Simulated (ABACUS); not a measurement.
Wanted: the native input for an ABACUS 3.10.1 run.

| Item | Value |
| --- | --- |
| Task | band structure |
| Functional | revPBE |
| Potentials or basis | PseudoDojo NC SR 0.4.1 PBE standard |
| Cutoff | 857 eV |
| Density cutoff | 3429 eV |
| Basis | plane waves |
| Occupations | fermi-dirac, width 0.05 eV |
| Spin | no spin polarisation |
| Radial cutoff of the potentials (pseudo_rcut) | 10 bohr |
| Threshold of the eigensolver | 1e-07 Ry |
| Density | read from an earlier self-consistent run |
| Path | G-X-W-K-G-L-U-W-L-K, U-X |
| Points for each segment of the path | 10 |
| SCF threshold on the density | 1e-08 |
| Max SCF steps | 100 |
| Eigensolver | dav |
| Mixing | broyden |
| Mixing share | 0.7 |
| Symmetry key | -1 |
| Bands | 17 |

The system is Pb.

```
Pb
1.0
     0.00000    2.47502    2.47502
     2.47502    0.00000    2.47502
     2.47502    2.47502    0.00000
Pb
1
Cartesian
  0.0000 0.0000 0.0000
```

These files were run (other wordings do the same):

INPUT

```
INPUT_PARAMETERS
suffix              Pb
calculation         nscf
basis_type          pw
pseudo_dir          ./
symmetry            -1
dft_functional      revpbe
ecutwfc             63.0
pseudo_rcut         10
nspin               1
nbands              17
ks_solver           dav
smearing_method     fd
smearing_sigma      0.00367493
scf_thr             1e-08
scf_nmax            100
mixing_type         broyden
mixing_beta         0.7
init_chg            file
pw_diag_thr         1e-07
out_band            1
kpar                4
```

STRU

```
ATOMIC_SPECIES
Pb 207.2000 Pb.upf

LATTICE_CONSTANT
1.8897261246

LATTICE_VECTORS
0.0000000000 2.4750200000 2.4750200000
2.4750200000 0.0000000000 2.4750200000
2.4750200000 2.4750200000 0.0000000000

ATOMIC_POSITIONS
Direct

Pb
0.0
1
0.0000000000 0.0000000000 0.0000000000 1 1 1
```

KPT

```
K_POINTS
12
Line
0.00000000 0.00000000 0.00000000 10 // G
0.50000000 0.00000000 0.50000000 10 // X
0.50000000 0.25000000 0.75000000 10 // W
0.37500000 0.37500000 0.75000000 10 // K
0.00000000 0.00000000 0.00000000 10 // G
0.50000000 0.50000000 0.50000000 10 // L
0.62500000 0.25000000 0.62500000 10 // U
0.50000000 0.25000000 0.75000000 10 // W
0.50000000 0.50000000 0.50000000 10 // L
0.37500000 0.37500000 0.75000000 1 // K
0.62500000 0.25000000 0.62500000 10 // U
0.50000000 0.00000000 0.50000000 1 // X
```

Potentials or basis: PseudoDojo NC SR 0.4.1 PBE standard, plane waves.

Run with:

```sh
$ OMP_NUM_THREADS=1 mpirun -np 4 abacus > log
```

Run time: 3.6 s on 4 MPI ranks on Intel(R) Xeon(R) 6975P-C (Granite Rapids) (shared host), peak memory 0.36 GiB a rank.
